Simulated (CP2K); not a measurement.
# BeTe under changes of volume

One of the cells (21.254 Å³/atom); the others are scaled copies at fixed shape and fractional positions:

```xyz
2
Lattice="3.9174 0.0000 0.0000 1.9587 3.3925 0.0000 1.9587 1.1308 3.1985" Properties=species:S:1:pos:R:3 pbc="T T T"
Te    5.8761    3.3925    2.3989
Be    0.0000    0.0000    0.0000
```

```yaml
Program: CP2K 2026.2
Functional: PBE
Potentials_or_basis: POTENTIAL_UZH Te GTH-PBE-q6, Be GTH-PBE-q4; TZVP-MOLOPT-PBE-GTH basis
Density_cutoff: 11565 eV
k_mesh: 8 × 8 × 8
Occupations: fermi-dirac, width 0.05 eV
Spin: no spin polarisation
```

```tsv
volume (Å³/atom)	energy over the lowest point (meV/atom)	pressure (GPa)	gap on the mesh (eV)
19.979	?	?	?
20.404	65.07	8.9	2.45
20.829	43.80	7.1	2.50
21.254	27.04	5.5	2.54
21.679	14.39	4.0	2.58
22.104	5.49	2.7	2.62
22.529	0.00	1.5	2.66
```

Q: What does the run at 19.979 Å³/atom give?

A: Energy over the lowest point 91.30 meV/atom; pressure 10.9 GPa; gap on the mesh 2.40 eV.

Worked out: A Birch-Murnaghan fit of order 3 (a polynomial in V^(-2/3)) to the other rows has its minimum at 23.09 Å³/atom, just outside them, with B0 = V·E''(V) = 57 GPa and B' = 3.9. It gives 91.30 meV/atom at 19.979 Å³/atom, against the run's 91.30, and -dE/dV = 10.9 GPa, against 10.9. A straight line through the other rows of the gap, of slope 2.09 eV per unit of ln V, extrapolates to 2.41 eV, against the run's 2.40.

Energies are extrapolated to zero smearing.

Caveats: spin-orbit coupling is left out, which moves the levels of the heavy elements; the basis of atomic orbitals isn't converged, which shifts pressures, moduli and gaps.

A mesh can miss the band edges.
